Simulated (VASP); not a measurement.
Set up this calculation in VASP 6.6.1, as the native input.

| Property | Result |
| --- | --- |
| Task | relaxation of cell and atoms |
| Functional | HSE06 |
| Potentials or basis | VASP PAW PBE potentials, release 64 (Ga_d, P) |
| Cutoff | 600 eV |
| k mesh | 4 × 4 × 4 |
| Occupations | fermi-dirac, width 0.05 eV |
| Spin | no spin polarisation |
| Grid for exact exchange (PRECFOCK) | Fast |
| Screening parameter | 0.2 1/A |
| Further INCAR settings | ALGO = Normal; EDIFF = 1e-07; IBRION = 2; EDIFFG = -0.01; NSW = 60; ISIF = 3 |

Crystal: GaP.

```
Ga P
1.0
     0.00000    2.72525    2.72525
     2.72525    0.00000    2.72525
     2.72525    2.72525    0.00000
Ga P
1 1
Direct
  0.00000 0.00000 0.00000
  0.75000 0.75000 0.75000
```

One way to write it, as run:

POSCAR

```
GaP
1.0
    0.0000000000      2.7252500000      2.7252500000
    2.7252500000      0.0000000000      2.7252500000
    2.7252500000      2.7252500000      0.0000000000
Ga P
1 1
Direct
    0.0000000000      0.0000000000      0.0000000000
    0.7500000000      0.7500000000      0.7500000000
```

INCAR.step1

```
SYSTEM = GaP
ALGO = Normal
EDIFF = 1E-5
ENCUT = 600
GGA = PE
ISMEAR = -1
LASPH = .True.
LCHARG = .False.
LREAL = .False.
LWAVE = .True.
NELM = 100
PREC = Accurate
SIGMA = 0.05
```

INCAR.step2

```
SYSTEM = GaP
ALGO = Normal
EDIFF = 1E-7
EDIFFG = -0.01
ENCUT = 600
GGA = PE
HFSCREEN = 0.2
IBRION = 2
ISIF = 3
ISMEAR = -1
ISTART = 1
LASPH = .True.
LCHARG = .False.
LHFCALC = .True.
LREAL = .False.
LWAVE = .False.
NELM = 100
NSW = 60
PREC = Accurate
PRECFOCK = Fast
SIGMA = 0.05
```

KPOINTS

```
k-points
0
Gamma
  4 4 4
  0 0 0
```

Potentials or basis: VASP PAW PBE potentials, release 64 (Ga_d, P).

Command:

```bash
$ cat potpaw_PBE.64/Ga_d/POTCAR potpaw_PBE.64/P/POTCAR > POTCAR
$ cp INCAR.step1 INCAR
$ mpirun -np 1 vasp_std > vasp.out
$ cp INCAR.step2 INCAR
$ mpirun -np 1 vasp_std > vasp.out
```

It gave:

| Property | Result |
| --- | --- |
| Relaxed volume | 20.45 Å³/atom |
| Relaxed cell | a = 3.867 Å, b = 3.867 Å, c = 3.867 Å, α = 60.00°, β = 60.00°, γ = 60.00° |
| Space group after relaxing (to 0.05 Å) | F-43m (No. 216) |
| Energy gained by relaxing | 0.6 meV/atom |
| Ionic steps | 3 |
| Pressure after relaxing | 0.0 GPa |
| Band gap on the k mesh | 2.35 eV, indirect (least direct gap 2.77 eV) |

Caveat: the k mesh is coarse (spacing up to 0.50 Å⁻¹), so the values aren't converged, least of all with exact exchange; the PAW data sets were made with another functional, which shifts forces and pressure a little.

Wall time 14 min on 1 thread of Intel(R) Xeon(R) Platinum 8259CL CPU @ 2.50GHz (Skylake/Cascade Lake) (shared host), peak memory 0.29 GiB.
